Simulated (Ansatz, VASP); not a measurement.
**Sr in VASP and in Ansatz**

POSCAR

```
Sr
1.0
    0.0000000000      3.0521104090      3.0521104090
    3.0521104090      0.0000000000      3.0521104090
    3.0521104090      3.0521104090      0.0000000000
Sr
1
Direct
    0.0000000000      0.0000000000      0.0000000000
```

File INCAR.step1:

```
PREC = Accurate
ENCUT = 520
ISMEAR = -1
SIGMA = 0.1
LREAL = F
LASPH = T
NELM = 80
NBANDS = 11
GGA = PE
ALGO = Normal
EDIFF = 1E-4
LWAVE = T
LCHARG = F
```

File INCAR.step2:

```
PREC = Accurate
ENCUT = 520
EDIFF = 1E-6
ISMEAR = -1
SIGMA = 0.1
LREAL = F
LASPH = T
NELM = 80
ALGO = Normal
ISIF = 2
LWAVE = F
LCHARG = T
METAGGA = R2SCAN
LMIXTAU = T
LELF = T
LVHAR = T
NBANDS = 11
ISTART = 1
```

File KPOINTS:

```
Automatic mesh
0
Gamma
  7 7 7
```

Input for Ansatz:

```yaml
crystal:
  lattice:
    - [0.0, 3.052110409, 3.052110409]
    - [3.052110409, 0.0, 3.052110409]
    - [3.052110409, 3.052110409, 0.0]
  atoms:
    - { symbol: Sr, position: [0.0, 0.0, 0.0] }
hamiltonian:
  xc: r2scan
  pseudopotentials:
    kind: paw
    azcp:
      Sr: "pseudopotentials/Sr.paw.azcp"
basis:
  ecutwfc: 500
  fft_grid_basis: typed
kpoints:
  mp_grid: { grid: [7, 7, 7], shift: [0, 0, 0] }
magnetization:
  spin_polarized: false
scf:
  occupations: { method: fermi_dirac, width: 0.1 }
  lower_state_search: "off"
output:
  stress: true
  write_density: true
  write_potential: true
  elf: true
  volumetric_format: npy
```

Alike in both runs: task single point; functional r2SCAN; k mesh 7 × 7 × 7; occupations fermi-dirac, width 0.1 eV; no spin polarisation.

|  | VASP | Ansatz |
| --- | --- | --- |
| version | VASP 6.6.1 | Ansatz 0.2.0 |
| potentials or method | VASP PAW PBE potentials, release 64 (Sr_sv) | plane waves (500 eV) with PAW, scalar-relativistic |
| plane-wave cutoff (eV) | 520 | 500 |
| valence electrons in the cell | 10 | 10 |

```tsv
	VASP	Ansatz	Ansatz less VASP
pressure (GPa)	0.0	0.0	-0.02
```

Caveats: the PAW data sets were made with another functional, which shifts forces and pressure a little (VASP).
